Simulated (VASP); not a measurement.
# LiH (Pm-3m) in VASP: further runs

The runs below take LiH through band structure, with PBE.

Everything below comes from runs of VASP 6.6.1. Logs are shortened: lines on timing, memory, paths and dates and some standing lists are left out, and cuts for length are marked.

## Step 1: Starting point

It takes space group Pm-3m (No. 221, cubic). Conventional cell: a = 2.507 Å, b = 2.507 Å, c = 2.507 Å, α = 90.00°, β = 90.00°, γ = 90.00°. Li (site symmetry m-3m) is surrounded by 8 H at 2.17 Å. H (site symmetry m-3m) is surrounded by 8 Li at 2.17 Å.

The cell was built by a generator and needn't be a form met in nature.

## Step 2: Band structure, PBE

INCAR

```
PREC     = Accurate       # precision mode
ENCUT    = 900            # plane-wave cutoff, eV
EDIFF    = 1E-6           # SCF threshold, eV
ISMEAR   = -1             # smearing method
SIGMA    = 0.05           # smearing width, eV
LREAL    = F              # projectors in reciprocal space
LASPH    = T              # aspherical terms in the spheres
NELM     = 80             # most SCF steps
ALGO     = Normal         # electronic algorithm
ISIF     = 2              # what is computed and relaxed
LWAVE    = F              # write WAVECAR
LCHARG   = F              # write CHGCAR
GGA      = PE             # functional
NBANDS   = 9              # bands
```

KPOINTS

```
regular mesh
0
Gamma
  11 11 11
```

POSCAR

```
LiH
1.0
    2.5069900000      0.0000000000      0.0000000000
    0.0000000000      2.5069900000      0.0000000000
    0.0000000000      0.0000000000      2.5069900000
Li H
1 1
Direct
    0.5000000000      0.5000000000      0.5000000000
    0.0000000000      0.0000000000      0.0000000000
```

KPOINTS_OPT

```
path GXMGRX,MR
20
line-mode
reciprocal
 0.0000000000  0.0000000000  0.0000000000  G
 0.0000000000  0.5000000000  0.0000000000  X

 0.0000000000  0.5000000000  0.0000000000  X
 0.5000000000  0.5000000000  0.0000000000  M

 0.5000000000  0.5000000000  0.0000000000  M
 0.0000000000  0.0000000000  0.0000000000  G

 0.0000000000  0.0000000000  0.0000000000  G
 0.5000000000  0.5000000000  0.5000000000  R

 0.5000000000  0.5000000000  0.5000000000  R
 0.0000000000  0.5000000000  0.0000000000  X

 0.5000000000  0.5000000000  0.0000000000  M
 0.5000000000  0.5000000000  0.5000000000  R
```

Potentials or basis: VASP PAW PBE potentials, release 64 (Li_sv_GW, H_GW).

Started as:

```console
cat potpaw_PBE.64/Li_sv_GW/POTCAR potpaw_PBE.64/H_GW/POTCAR > POTCAR
mpirun -np 1 vasp_std > vasp.out
```

OUTCAR:

```text
PREC = Accurate
   ENCUT = 900
   EDIFF = 1E-6
   ISMEAR = -1
   LREAL = F
   LASPH = T
   NELM = 80
   ISIF = 2
   GGA = PE

 ion  position               nearest neighbor table
   1  0.500  0.500  0.500-
   2  0.000  0.000  0.000-

  LATTYP: Found a simple cubic cell.
 ALAT       =     2.5069900000

  Lattice vectors:

 A1 = (   2.5069900000,   0.0000000000,   0.0000000000)
 A2 = (   0.0000000000,   2.5069900000,   0.0000000000)
 A3 = (   0.0000000000,   0.0000000000,   2.5069900000)

Analysis of symmetry for initial positions (statically):
=====================================================================
 Subroutine PRICEL returns:
 Original cell was already a primitive cell.

 Routine SETGRP: Setting up the symmetry group for a
 simple cubic supercell.

 Subroutine GETGRP returns: Found 48 space group operations
 (whereof 48 operations were pure point group operations)
 out of a pool of 48 trial point group operations.

The static configuration has the point symmetry O_h .

Analysis of symmetry for dynamics (positions and initial velocities):
=====================================================================
 Subroutine PRICEL returns:
 Original cell was already a primitive cell.

 Routine SETGRP: Setting up the symmetry group for a
 simple cubic supercell.

 Subroutine GETGRP returns: Found 48 space group operations
 (whereof 48 operations were pure point group operations)
 out of a pool of 48 trial point group operations.

The dynamic configuration has the point symmetry O_h .

 Subroutine INISYM returns: Found 48 space group operations
 (whereof 48 operations are pure point group operations),
 and found     1 'primitive' translations

----------------------------------------------------------------------------------------

                                     Primitive cell

  volume of cell :      15.7564

  direct lattice vectors                    reciprocal lattice vectors
     2.506990000  0.000000000  0.000000000     0.398884718  0.000000000  0.000000000
     0.000000000  2.506990000  0.000000000     0.000000000  0.398884718  0.000000000
     0.000000000  0.000000000  2.506990000     0.000000000  0.000000000  0.398884718

  length of vectors
     2.506990000  2.506990000  2.506990000     0.398884718  0.398884718  0.398884718

  position of ions in fractional coordinates (direct lattice)
     0.500000000  0.500000000  0.500000000
     0.000000000  0.000000000  0.000000000

[... 81 lines left out ...]
   NFREE  =      0    steps in history (QN), initial steepest desc. (CG)
   ISIF   =      2    stress and relaxation
   ISYM   =      2    0-nonsym 1-usesym 2-fastsym
   POTIM  = 0.5000    time-step for ionic-motion
   TEBEG  =    0.0;   TEEND  =   0.0 temperature during run
   PSTRESS=    0.0 pullay stress
   NELECT =       4.0000    total number of electrons
   NUPDOWN=      -1.0000    fix difference up-down
   EMIN   =  10.00;   EMAX   =-10.00  energy-range for DOS
   EFERMI =   0.00;   METHOD = LEGACY
   ISMEAR =    -1;   SIGMA  =   0.05  broadening in eV -4-tet -1-fermi 0-gaus
   EFERMI_NEDOS =   21; number of points for ismear=-14 and -15
   IALGO  =     38    algorithm
   IMIX   =      4    mixing-type and parameters
     AMIX     =   0.40;   BMIX     =  1.00
     AMIX_MAG =   1.60;   BMIX_MAG =  1.00
  volume/ion in A,a.u.               =       7.88        53.16
  Fermi-wavevector in a.u.,A,eV,Ry     =   1.036594  1.958880 14.619843  1.074528
  Thomas-Fermi vector in A             =   2.170993
   LORBIT       =      0    0 simple, 1 ext, 2 COOP (PROOUT), +10 PAW based schemes
   GGA     = PE    functional components
   LHFCALC =     F    Hartree Fock is set to
   AEXX    =    0.0000 exact exchange contribution
   IVDW    =     0    specifies the selected vdW correction
   LEPSILON=     F    determine dielectric tensor
   LRPA    =     F    only Hartree local field effects (RPA)
 non-spin polarized calculation
  energy-cutoff  :      900.00
  volume of cell :       15.76
 maximum number of plane-waves:       983
 NGX is ok and might be reduce to    28
   NGX = 13   NGY = 13   NGZ = 13

 number of electron       3.9999999 magnetization

 Free energy of the ion-electron system (eV)
  ---------------------------------------------------
  ext. energy  EPLUGINS =         0.00000000
  ---------------------------------------------------
  free energy    TOTEN  =        -7.44050155 eV

  energy without entropy =       -7.44050130  energy(sigma->0) =       -7.44050142

 E-fermi :   3.2051     XC(G=0):  -8.6332

 val. band max:        2.6533256428   @ k =   0.4545   0.4545   0.4545
 cond. band min:       3.7899003655   @ k =   0.4545   0.0000   0.0000
 fundamental gap:      1.1365747227
 Fermi energy:         3.2051454366

 k-point     1 :       0.0000    0.0000    0.0000
  band No.  band energies     occupation
      1     -45.1527      2.00000
      2      -5.8725      2.00000
      3      14.8515      0.00000
      4      14.8515      0.00000
      5      14.8515      0.00000
      6      15.4150      0.00000
      7      18.0092      0.00000
      8      18.0092      0.00000
      9      34.4674      0.00000
[... 265 lines left out ...]
 k-point    24 :       0.2727    0.0909    0.0909
  band No.  band energies     occupation
      1     -45.1152      2.00000
      2      -4.5321      2.00000
      3       7.0893      0.00000
      4      13.0491      0.00000
      5      13.9228      0.00000
      6      18.1891      0.00000
      7      22.9778      0.00000
      8      25.1392      0.00000
      9      27.8219      0.00000

 [... further k-points ...]

------------------------ aborting loop because EDIFF is reached ----------------------------------------

  FORCE on cell =-STRESS in cart. coord.  units (eV):
  Direction    XX          YY          ZZ          XY          YZ          ZX
  --------------------------------------------------------------------------------------
  -------------------------------------------------------------------------------------
  Total       -0.0106123     -0.0106123     -0.0106123     -0.0000000     -0.0000000      0.0000000
  in kB       -1.0791047     -1.0791047     -1.0791047     -0.0000000     -0.0000000      0.0000000
  external PRESSURE =      -1.0791047 kB  Pullay stress =       0.0000000 kB

 VOLUME and BASIS-vectors are now :
 -----------------------------------------------------------------------------
  energy-cutoff  :      900.00
  volume of cell :       15.76
      direct lattice vectors                 reciprocal lattice vectors
     2.506990000  0.000000000  0.000000000     0.398884718  0.000000000  0.000000000
     0.000000000  2.506990000  0.000000000     0.000000000  0.398884718  0.000000000
     0.000000000  0.000000000  2.506990000     0.000000000  0.000000000  0.398884718

 POSITION                                       TOTAL-FORCE (eV/Angst)
 -----------------------------------------------------------------------------------
      1.25350      1.25350      1.25350         0.000000      0.000000      0.000000
      0.00000      0.00000      0.00000         0.000000      0.000000      0.000000
 -----------------------------------------------------------------------------------
    total drift:                                0.000000      0.000000      0.000000

  FREE ENERGIE OF THE ION-ELECTRON SYSTEM (eV)
  ---------------------------------------------------
  free  energy   TOTEN  =        -7.4405015473 eV

  energy  without entropy=       -7.4405012985  energy(sigma->0) =       -7.44050142
```

Wall time 35 s (1 thread of AMD EPYC 7R13 (Zen 3), shared host); peak memory 0.15 GiB.

What came out:

```
Free energy             : -7.4405 eV
Pressure                : -0.1 GPa
Band gap along the path : 0.71 eV, indirect (least direct gap 4.21 eV)
```

Levels at the corners of the path, in eV from the valence-band top:
```tsv
point	band 1	band 2	band 3	band 4	band 5	band 6	band 7
Γ	-48.08	-8.80	11.93	11.93	11.93	12.49	15.08
X	-48.03	-6.55	0.71	11.38	16.18	16.18	19.77
X	-48.03	-6.55	0.71	11.38	16.18	16.18	19.77
M	-47.98	-2.66	1.56	1.56	9.06	19.37	20.75
M	-47.98	-2.66	1.56	1.56	9.06	19.37	20.75
Γ	-48.08	-8.80	11.93	11.93	11.93	12.49	15.08
Γ	-48.08	-8.80	11.93	11.93	11.93	12.49	15.08
R	-47.94	0.00	6.41	6.41	6.41	8.76	8.76
R	-47.94	0.00	6.41	6.41	6.41	8.76	8.76
X	-48.03	-6.55	0.71	11.38	16.18	16.18	19.77
M	-47.98	-2.66	1.56	1.56	9.06	19.37	20.75
R	-47.94	0.00	6.41	6.41	6.41	8.76	8.76
```

## Step 3: Band structure, PBE

INCAR, as its differences from that of step 2:

```diff
@@ -13,2 +13,2 @@
 GGA      = PE             # functional
-NBANDS   = 9              # bands
+NBANDS   = 8              # bands
```

KPOINTS is that of step 2.

POSCAR is that of step 2.

KPOINTS_OPT is that of step 2.

Potentials or basis: VASP PAW PBE potentials, release 64 (Li_GW, H_GW).

Started as:

```console
cat potpaw_PBE.64/Li_GW/POTCAR potpaw_PBE.64/H_GW/POTCAR > POTCAR
mpirun -np 1 vasp_std > vasp.out
```

OUTCAR:

```text
PREC = Accurate
   ENCUT = 900
   EDIFF = 1E-6
   ISMEAR = -1
   LREAL = F
   LASPH = T
   NELM = 80
   ISIF = 2
   GGA = PE

 ion  position               nearest neighbor table
   1  0.500  0.500  0.500-   2 2.17   2 2.17   2 2.17   2 2.17   2 2.17   2 2.17   2 2.17   2 2.17

   2  0.000  0.000  0.000-   1 2.17   1 2.17   1 2.17   1 2.17   1 2.17   1 2.17   1 2.17   1 2.17

  LATTYP: Found a simple cubic cell.
 ALAT       =     2.5069900000

  Lattice vectors:

 A1 = (   2.5069900000,   0.0000000000,   0.0000000000)
 A2 = (   0.0000000000,   2.5069900000,   0.0000000000)
 A3 = (   0.0000000000,   0.0000000000,   2.5069900000)

Analysis of symmetry for initial positions (statically):
=====================================================================
 Subroutine PRICEL returns:
 Original cell was already a primitive cell.

 Routine SETGRP: Setting up the symmetry group for a
 simple cubic supercell.

 Subroutine GETGRP returns: Found 48 space group operations
 (whereof 48 operations were pure point group operations)
 out of a pool of 48 trial point group operations.
[... 167 lines left out ...]
 cond. band min:       1.5496071787   @ k =   0.4545   0.0000   0.0000
 fundamental gap:      1.1232582623
 Fermi energy:         0.9715975832

 k-point     1 :       0.0000    0.0000    0.0000
  band No.  band energies     occupation
      1      -8.1328      2.00000
      2      12.6421      0.00000
      3      12.6421      0.00000
      4      12.6421      0.00000
      5      13.1551      0.00000
      6      15.7676      0.00000
      7      15.7676      0.00000
      8      32.2773      0.00000
[... 243 lines left out ...]
 k-point    24 :       0.2727    0.0909    0.0909
  band No.  band energies     occupation
      1      -6.7822      2.00000
      2       4.8502      0.00000
      3      10.8151      0.00000
      4      11.6931      0.00000
      5      15.9682      0.00000
      6      20.7876      0.00000
      7      22.9416      0.00000
      8      25.6041      0.00000

 [... further k-points ...]

------------------------ aborting loop because EDIFF is reached ----------------------------------------

  FORCE on cell =-STRESS in cart. coord.  units (eV):
  Direction    XX          YY          ZZ          XY          YZ          ZX
  --------------------------------------------------------------------------------------
  -------------------------------------------------------------------------------------
  Total        0.0084207      0.0084207      0.0084207     -0.0000000      0.0000000     -0.0000000
  in kB        0.8562472      0.8562472      0.8562472     -0.0000000      0.0000000     -0.0000000
  external PRESSURE =       0.8562472 kB  Pullay stress =       0.0000000 kB

 VOLUME and BASIS-vectors are now :
 -----------------------------------------------------------------------------
  energy-cutoff  :      900.00
  volume of cell :       15.76
      direct lattice vectors                 reciprocal lattice vectors
     2.506990000  0.000000000  0.000000000     0.398884718  0.000000000  0.000000000
     0.000000000  2.506990000  0.000000000     0.000000000  0.398884718  0.000000000
     0.000000000  0.000000000  2.506990000     0.000000000  0.000000000  0.398884718

 POSITION                                       TOTAL-FORCE (eV/Angst)
 -----------------------------------------------------------------------------------
      1.25350      1.25350      1.25350         0.000000      0.000000      0.000000
      0.00000      0.00000      0.00000         0.000000      0.000000      0.000000
 -----------------------------------------------------------------------------------
    total drift:                               -0.000000     -0.000000     -0.000000

  FREE ENERGIE OF THE ION-ELECTRON SYSTEM (eV)
  ---------------------------------------------------
  free  energy   TOTEN  =        -5.6509917732 eV

  energy  without entropy=       -5.6509914923  energy(sigma->0) =       -5.65099163
```

OSZICAR:

```text
N       E                     dE             d eps       ncg     rms          rms(c)
DAV:   1    -0.561405186473E+01   -0.56141E+01   -0.73685E+02   896   0.264E+02
DAV:   2    -0.588833631943E+01   -0.27428E+00   -0.27428E+00  1192   0.870E+00
DAV:   3    -0.588890150528E+01   -0.56519E-03   -0.56519E-03  1024   0.403E-01
[... 17 lines left out ...]
DAV:   2    -0.390515551448E+03   -0.23027E+02     1160
DAV:   3    -0.390559785501E+03   -0.44234E-01     1032
DAV:   4    -0.390559853750E+03   -0.68249E-04     1136
DAV:   5    -0.390559854045E+03   -0.29451E-06     1040
       N       E                     dE             ncg
DAV:   1     0.658782010553E+04   -0.13705E+04      128
DAV:   2     0.658195758550E+04   -0.58625E+01      144
DAV:   3     0.658194666474E+04   -0.10921E-01      128
DAV:   4     0.658194663871E+04   -0.26023E-04      128
DAV:   5     0.658194663854E+04   -0.17593E-06      128
```

It took 29 s on 1 thread of AMD EPYC 7R13 (Zen 3), shared host; peak memory 0.14 GiB.

Results:

```
Free energy             : -5.6510 eV
Pressure                : 0.1 GPa
Band gap along the path : 0.69 eV, indirect (least direct gap 4.22 eV)
```

Levels at the corners of the path, in eV from the valence-band top:
```
point  band 1  band 2  band 3  band 4
    Γ   -8.83   11.94   11.94   11.94
    X   -6.57    0.69   11.38   16.20
    X   -6.57    0.69   11.38   16.20
    M   -2.68    1.54    1.54    9.03
    M   -2.68    1.54    1.54    9.03
    Γ   -8.83   11.94   11.94   11.94
    Γ   -8.83   11.94   11.94   11.94
    R    0.00    6.40    6.40    6.40
    R    0.00    6.40    6.40    6.40
    X   -6.57    0.69   11.38   16.20
    M   -2.68    1.54    1.54    9.03
    R    0.00    6.40    6.40    6.40
```

(Part 1 of 2 ends here.)
